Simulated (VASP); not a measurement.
# Lu (Im-3m) in VASP: settings compared, part 2 of 2

VASP 6.6.1.

### 5 Relaxation of cell and atoms, revPBE

Input file INCAR:

```
PREC = Accurate ; ENCUT = 600
EDIFF = 1E-6 ; ISMEAR = -1
SIGMA = 0.05 ; LREAL = False
LASPH = True ; NELM = 100
ALGO = Normal ; ISIF = 3
LWAVE = False ; LCHARG = False
GGA = RE ; IBRION = 2
NSW = 60 ; EDIFFG = -0.005
```

Input file KPOINTS:

```
Automatic mesh
0
Gamma
  10 10 10
```

Input file POSCAR:

```
Lu
1.0
   -1.9541071088      1.9541071088      1.9541071088
    1.9541071088     -1.9541071088      1.9541071088
    1.9541071088      1.9541071088     -1.9541071088
Lu
1
Direct
    0.0000000000      0.0000000000      0.0000000000
```

Potentials or basis: VASP PAW PBE potentials, release 64 (Lu).

Launch:

```console
cat potpaw_PBE.64/Lu/POTCAR > POTCAR
mpirun -np 1 vasp_std > vasp.out
```

OUTCAR:

```text
PREC = Accurate
   ENCUT = 600
   EDIFF = 1E-6
   ISMEAR = -1
   LREAL = False
   LASPH = True
   NELM = 100
   ISIF = 3
   GGA = RE
   IBRION = 2
   NSW = 60
   EDIFFG = -0.005

 ion  position               nearest neighbor table
   1  0.000  0.000  0.000-

  LATTYP: Found a body centered cubic cell.
 ALAT       =     3.9082142176

  Lattice vectors:

 A1 = (  -1.9541071088,   1.9541071088,   1.9541071088)
 A2 = (   1.9541071088,  -1.9541071088,   1.9541071088)
 A3 = (   1.9541071088,   1.9541071088,  -1.9541071088)

Analysis of symmetry for initial positions (statically):
=====================================================================
 Subroutine PRICEL returns:
 Original cell was already a primitive cell.

 Routine SETGRP: Setting up the symmetry group for a
 body centered cubic supercell.

 Subroutine GETGRP returns: Found 48 space group operations
 (whereof 48 operations were pure point group operations)
 out of a pool of 48 trial point group operations.

The static configuration has the point symmetry O_h .

Analysis of symmetry for dynamics (positions and initial velocities):
=====================================================================
 Subroutine PRICEL returns:
 Original cell was already a primitive cell.

 Routine SETGRP: Setting up the symmetry group for a
 body centered cubic supercell.

 Subroutine GETGRP returns: Found 48 space group operations
 (whereof 48 operations were pure point group operations)
 out of a pool of 48 trial point group operations.

The dynamic configuration has the point symmetry O_h .

 Subroutine INISYM returns: Found 48 space group operations
 (whereof 48 operations are pure point group operations),
 and found     1 'primitive' translations

----------------------------------------------------------------------------------------

                                     Primitive cell

  volume of cell :      29.8473

  direct lattice vectors                    reciprocal lattice vectors
    -1.954107109  1.954107109  1.954107109     0.000000000  0.255871338  0.255871338
     1.954107109 -1.954107109  1.954107109     0.255871338  0.000000000  0.255871338
     1.954107109  1.954107109 -1.954107109     0.255871338  0.255871338  0.000000000

  length of vectors
     3.384612796  3.384612796  3.384612796     0.361856716  0.361856716  0.361856716

  position of ions in fractional coordinates (direct lattice)
     0.000000000  0.000000000  0.000000000

  ion indices of the primitive-cell ions
   primitive index   ion index
                 1           1

----------------------------------------------------------------------------------------

 KPOINTS: Automatic mesh

Automatic generation of k-mesh.
 Grid dimensions read from file:
 generate k-points for:   10   10   10

 Generating k-lattice:

  Cartesian coordinates                     Fractional coordinates (reciprocal lattice)
[... 39 lines left out ...]
  0.300000  0.300000  0.100000      8.000000
 -0.300000  0.300000  0.100000     24.000000
 [... further k-points ...]
   k-points           NKPTS =     47   k-points in BZ     NKDIM =     47   number of bands    NBANDS=     16
   number of dos      NEDOS =    301   number of ions     NIONS =      1
   total plane-waves  NPLWV =  21952
   dimension x,y,z NGX =    28 NGY =   28 NGZ =   28
   dimension x,y,z NGXF=    56 NGYF=   56 NGZF=   56
   ions per type =               1
   NGX,Y,Z   is equivalent  to a cutoff of  13.75, 13.75, 13.75 a.u.
   NGXF,Y,Z  is equivalent  to a cutoff of  27.51, 27.51, 27.51 a.u.
 SYSTEM =  unknown system
   PREC   = accura    normal or accurate (medium, high low for compatibility)
   ISTART =      0    job   : 0-new  1-cont  2-samecut
   ICHARG =      2    charge: 1-file 2-atom 10-const
   ISPIN  =      1    spin polarized calculation?
   LNONCOLLINEAR =      F non collinear calculations
   LSORBIT =      F    spin-orbit coupling
   LASPH  =      T    aspherical Exc in radial PAW
   ENCUT  =  600.0 eV  44.10 Ry    6.64 a.u.   6.76  6.76  6.76*2*pi/ulx,y,z
   NELM   =    100;   NELMIN=  2; NELMDL= -5     # of ELM steps
   EDIFF  = 0.1E-05   stopping-criterion for ELM
   LREAL  =      F    real-space projection
   EDIFFG = -.5E-02   stopping-criterion for IOM
   NSW    =     60    number of steps for IOM
   IBRION =      2    ionic relax: 0-MD 1-quasi-New 2-CG
   NFREE  =      1    steps in history (QN), initial steepest desc. (CG)
   ISIF   =      3    stress and relaxation
   ISYM   =      2    0-nonsym 1-usesym 2-fastsym
   POTIM  = 0.5000    time-step for ionic-motion
   TEBEG  =    0.0;   TEEND  =   0.0 temperature during run
   PSTRESS=    0.0 pullay stress
   NELECT =      25.0000    total number of electrons
   NUPDOWN=      -1.0000    fix difference up-down
   EMIN   =  10.00;   EMAX   =-10.00  energy-range for DOS
   EFERMI =   0.00;   METHOD = LEGACY
   ISMEAR =    -1;   SIGMA  =   0.05  broadening in eV -4-tet -1-fermi 0-gaus
   EFERMI_NEDOS =   21; number of points for ismear=-14 and -15
   IALGO  =     38    algorithm
   IMIX   =      4    mixing-type and parameters
     AMIX     =   0.40;   BMIX     =  1.00
     AMIX_MAG =   1.60;   BMIX_MAG =  1.00
  volume/ion in A,a.u.               =      29.85       201.42
  Fermi-wavevector in a.u.,A,eV,Ry     =   1.543191  2.916209 32.401456  2.381440
  Thomas-Fermi vector in A             =   2.648889
   LORBIT       =      0    0 simple, 1 ext, 2 COOP (PROOUT), +10 PAW based schemes
   GGA     = RE    functional components
   LHFCALC =     F    Hartree Fock is set to
   AEXX    =    0.0000 exact exchange contribution
   IVDW    =     0    specifies the selected vdW correction
   LEPSILON=     F    determine dielectric tensor
   LRPA    =     F    only Hartree local field effects (RPA)
 conjugate gradient relaxation of ions
 non-spin polarized calculation
  energy-cutoff  :      600.00
  volume of cell :       29.85
 maximum number of plane-waves:      1007
   NGX = 13   NGY = 13   NGZ = 13

--------------------------------------- Ionic step        1  -------------------------------------------

 number of electron      24.9999996 magnetization

 Free energy of the ion-electron system (eV)
  ---------------------------------------------------
  ext. energy  EPLUGINS =         0.00000000
  ---------------------------------------------------
  free energy    TOTEN  =        -4.11633379 eV

  energy without entropy =       -4.09760030  energy(sigma->0) =       -4.10696705

------------------------ aborting loop because EDIFF is reached ----------------------------------------

  FORCE on cell =-STRESS in cart. coord.  units (eV):
  Direction    XX          YY          ZZ          XY          YZ          ZX
  --------------------------------------------------------------------------------------
  -------------------------------------------------------------------------------------
  Total        0.2344929      0.2344929      0.2344929      0.0000000      0.0000000     -0.0000000
  in kB       12.5873761     12.5873761     12.5873761      0.0000000      0.0000000     -0.0000000
  external PRESSURE =      12.5873761 kB  Pullay stress =       0.0000000 kB
[... 197 lines left out ...]
--------------------------------------- Ionic step        7  -------------------------------------------

 number of electron      25.0000010 magnetization

 Free energy of the ion-electron system (eV)
  ---------------------------------------------------
  ext. energy  EPLUGINS =         0.00000000
  ---------------------------------------------------
  free energy    TOTEN  =        -4.11975901 eV

  energy without entropy =       -4.10027707  energy(sigma->0) =       -4.11001804

 E-fermi :   2.2383     XC(G=0): -10.3091

 val. band max:        2.2126169987   @ k =  -0.3000   0.3000   0.3000
 cond. band min:       2.2643877927   @ k =   0.2000   0.2000   0.1000
 fundamental gap:      0.0517707940
 Fermi energy:         2.2383050227

 k-point     1 :       0.0000    0.0000    0.0000
  band No.  band energies     occupation
      1     -54.3223      2.00000
      2     -24.7607      2.00000
      3     -24.7607      2.00000
      4     -24.7607      2.00000
      5      -3.7650      2.00000
      6      -3.0146      2.00000
[... 433 lines left out ...]
      3     -24.8647      2.00000
      4     -24.7919      2.00000
      5      -3.0015      2.00000
      6      -2.9809      2.00000
[... 8 lines left out ...]
     15       5.3667      0.00000
     16       6.5802      0.00000

 [... further k-points ...]

------------------------ aborting loop because EDIFF is reached ----------------------------------------

  FORCE on cell =-STRESS in cart. coord.  units (eV):
  Direction    XX          YY          ZZ          XY          YZ          ZX
  --------------------------------------------------------------------------------------
  -------------------------------------------------------------------------------------
  Total       -0.0000572     -0.0000572     -0.0000572     -0.0000000      0.0000000     -0.0000000
  in kB       -0.0029813     -0.0029813     -0.0029813     -0.0000000      0.0000000     -0.0000000
  external PRESSURE =      -0.0029813 kB  Pullay stress =       0.0000000 kB
[... 16 lines left out ...]
  FREE ENERGIE OF THE ION-ELECTRON SYSTEM (eV)
  ---------------------------------------------------
  free  energy   TOTEN  =        -4.1197590057 eV

  energy  without entropy=       -4.1002770695  energy(sigma->0) =       -4.11001804

 reached required accuracy - stopping structural energy minimisation
```

OSZICAR:

```text
N       E                     dE             d eps       ncg     rms          rms(c)
DAV:   1     0.859776307629E+02    0.85978E+02   -0.11611E+04  1864   0.571E+03
DAV:   2     0.573902459275E+00   -0.85404E+02   -0.84428E+02  1600   0.368E+02
DAV:   3    -0.406993495611E+01   -0.46438E+01   -0.46132E+01  1952   0.725E+01
[... 63 lines left out ...]
DAV:   3    -0.411965456407E+01    0.13729E-03   -0.84773E-04  2464   0.148E-01    0.262E-02
DAV:   4    -0.411969591261E+01   -0.41349E-04   -0.72092E-05  2672   0.782E-02    0.241E-02
DAV:   5    -0.411975472471E+01   -0.58812E-04   -0.10121E-04  2824   0.775E-02    0.581E-03
DAV:   6    -0.411975665286E+01   -0.19281E-05   -0.17166E-06  1568   0.120E-02    0.357E-03
DAV:   7    -0.411975852806E+01   -0.18752E-05   -0.21234E-06  1632   0.105E-02    0.196E-03
DAV:   8    -0.411975900573E+01   -0.47767E-06   -0.36111E-07   880   0.650E-03
   7 F= -.41197590E+01 E0= -.41100180E+01  d E =-.263779E-05
```

CONTCAR:

```text
Lu
   1.00000000000000
    -1.9731072552566422    1.9731072552566422    1.9731072552566422
     1.9731072552566422   -1.9731072552566422    1.9731072552566422
     1.9731072552566422    1.9731072552566422   -1.9731072552566422
  Lu
     1
Direct
     0.0000000000000000    0.0000000000000000    0.0000000000000000

  0.00000000E+00  0.00000000E+00  0.00000000E+00
```

It took 72 s on 1 thread of Intel Xeon 6975P-C (Granite Rapids), shared host; peak memory 0.19 GiB.

Results:

```
Free energy                            : -4.1198 eV
Relaxed volume                         : 30.73 Å³/atom
Relaxed cell                           : a = 3.418 Å, b = 3.418 Å, c = 3.418 Å, α = 109.47°, β = 109.47°, γ = 109.47°
Space group after relaxing (to 0.05 Å) : Im-3m (No. 229)
Energy gained by relaxing              : 3.4 meV/atom
Ionic steps                            : 7
Pressure after relaxing                : 0.0 GPa
Band gap on the k mesh                 : none (metal or under the smearing width)
```

The path:
```tsv
step	energy change (eV)	largest force (eV/Å)	pressure (GPa)	volume (Å³)
1	0.0000	0.0000	1.26	29.85
2	-0.0033	0.0000	-0.25	30.87
3	-0.0034	0.0000	0.04	30.71
4	-0.0034	0.0000	0.07	30.73
5	-0.0034	0.0000	-0.08	30.80
6	-0.0034	0.0000	-0.04	30.76
7	-0.0034	0.0000	0.00	30.73
```

Final structure:
```
Lu
1.0
    -1.97311    1.97311    1.97311
     1.97311   -1.97311    1.97311
     1.97311    1.97311   -1.97311
Lu
1
Direct
  0.00000 0.00000 0.00000
```

Caveat: the PAW data sets were made with another functional, which shifts forces and pressure a little.

### 6 Relaxation of cell and atoms, BLYP

INCAR, as its differences from that of step 5:

```diff
@@ -6,3 +6,5 @@
 LWAVE = False ; LCHARG = False
-GGA = RE ; IBRION = 2
+GGA = B5 ; ALDAX = 1.0
+AGGAX = 1.0 ; AGGAC = 1.0
+ALDAC = 0.0 ; IBRION = 2
 NSW = 60 ; EDIFFG = -0.005
```

KPOINTS is that of step 5.

POSCAR is that of step 5.

Potentials or basis: VASP PAW PBE potentials, release 64 (Lu).

Launch:

```console
cat potpaw_PBE.64/Lu/POTCAR > POTCAR
mpirun -np 1 vasp_std > vasp.out
```

Wall time 52 s (1 thread of Intel Xeon 6975P-C (Granite Rapids), shared host); peak memory 0.18 GiB.

Results (log left out):

| Item | Value |
| --- | --- |
| Free energy | -3.3641 eV |
| Relaxed volume | 30.29 Å³/atom |
| Relaxed cell | a = 3.401 Å, b = 3.401 Å, c = 3.401 Å, α = 109.47°, β = 109.47°, γ = 109.47° |
| Space group after relaxing (to 0.05 Å) | Im-3m (No. 229) |
| Energy gained by relaxing | 1.0 meV/atom |
| Ionic steps | 3 |
| Pressure after relaxing | 0.0 GPa |
| Band gap on the k mesh | none (metal or under the smearing width) |

The path:
```csv
step,energy change (eV),largest force (eV/Å),pressure (GPa),volume (Å³)
1,0.0000,0.0000,0.66,29.85
2,-0.0010,0.0000,-0.16,30.38
3,-0.0010,0.0000,0.02,30.29
```

Final structure:
```yaml
crystal:
  lattice:
    - [-1.96383, 1.96383, 1.96383]
    - [1.96383, -1.96383, 1.96383]
    - [1.96383, 1.96383, -1.96383]
  atoms:
    - { symbol: Lu, position: [0.00000, 0.00000, 0.00000] }
```

Levels at points of the mesh, in eV from the Fermi level:
```csv
k point,band 10,band 11,band 12,band 13,band 14,band 15
"(0.00, 0.00, 0.00)",-5.25,-5.25,-5.23,1.91,1.91,1.91
"(0.50, 0.00, 0.00)",-5.25,-5.24,-2.48,0.29,0.55,3.77
"(0.50, 0.50, 0.50)",-5.24,-5.24,-1.49,-1.49,5.64,5.64
```

Caveat: the PAW data sets were made with another functional, which shifts forces and pressure a little.

### 7 For comparison

An earlier run on the cell as given: functional PBE; potentials or basis VASP PAW PBE potentials, release 64 (Lu); cutoff 520 eV; k mesh 10 × 10 × 10; occupations fermi-dirac, width 0.05 eV; no spin polarisation.

* Pressure: -0.3 GPa
* Band gap on the k mesh: none (metal or under the smearing width)

### 8 Summary

```csv
task,level,cell,cutoff (eV),gap on the mesh (eV),pressure (GPa),relaxed volume (Å³/atom)
relaxation of cell and atoms,PBE,relaxed,600,none,0.0,29.69
relaxation of cell and atoms,PBEsol,relaxed,600,none,0.0,28.03
relaxation of cell and atoms,RPBE,relaxed,600,none,0.0,31.13
relaxation of cell and atoms,revPBE,relaxed,600,none,0.0,30.73
relaxation of cell and atoms,BLYP,relaxed,600,none,0.0,30.29
single point,PBE,as given,520,none,-0.3,-
```

Alike in all rows: potentials or basis VASP PAW PBE potentials, release 64 (Lu); no spin polarisation; k mesh 10 × 10 × 10; smearing fermi-dirac 0.05 eV.

Caveats: the PAW data sets were made with another functional, which shifts forces and pressure a little (some runs).

Absolute energies hang on the potentials; compare differences alone.
